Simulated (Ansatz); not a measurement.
Tl under pressure: fit and missing row

Tl, P6_3/mmc, a = 3.535 Å, c = 5.473 Å. Ansatz: PBE+D3(BJ), PAW, 420 eV, Γ-centred 15×15×8 mesh on 2 atoms, Gaussian smearing 0.10 eV; no spin polarisation. Cell and atoms are relaxed at each pressure, and no other structure is tried, so the rows at high pressure may lie past a change of phase.

| V (Å³/atom) | P (GPa) |
| --- | --- |
| 16.623 | 90.00 |
| 18.836 | 50.00 |
| 21.430 | 25.02 |
| ? | 12.01 |
| 26.882 | 3.99 |
| 28.778 | 1.00 |
| 29.609 | 0.01 |
| 30.624 | -0.99 |

Take V0 = 29.609 Å³/atom, count pressures from its P0 = 0.01 GPa, fit the third-order Birch–Murnaghan form to the other rows, and predict the missing volume.

With the Eulerian strain f = ½[(V0/V)^(2/3) − 1] and y = (P − P0)/[3f(1 + 2f)^(5/2)], the form is the line y = B0 + 1.5 B0 (B0′ − 4) f. Rows (f, y): 0.23470, 48.8; 0.17597, 44.6; 0.12026, 40.4; 0.03327, 33.9; 0.00958, 32.9; -0.01111, 31.7. Means f = 0.09378, y = 38.717; Σ(Δf)² = 0.04907, ΣΔfΔy = 3.466; the slope is their ratio. y = 32.09 + 70.64 f GPa, so B0 = 32.1 GPa and B0′ = 4 + 2 × (70.64)/(3 × 32.09) = 5.47. P = 12.01 GPa is met at f = 0.07530 (y = 37.41), so V = V0 (1 + 2f)^(−3/2) = 23.991 Å³/atom. The run gave 23.952 Å³/atom, so the fit is 0.039 Å³/atom too high, 0.28 % of the span of the series, against an rms of 0.015 Å³/atom on the fitted rows. The points of y bend away from a line: a fourth-order term fitted to them gives P = 12.07 GPa at this row's volume (the line 12.15, the run 12.01).

The mesh isn't the same in all rows (15×15×8, 18×18×10). Spin–orbit coupling is left out, which can shift energies with elements as heavy as these.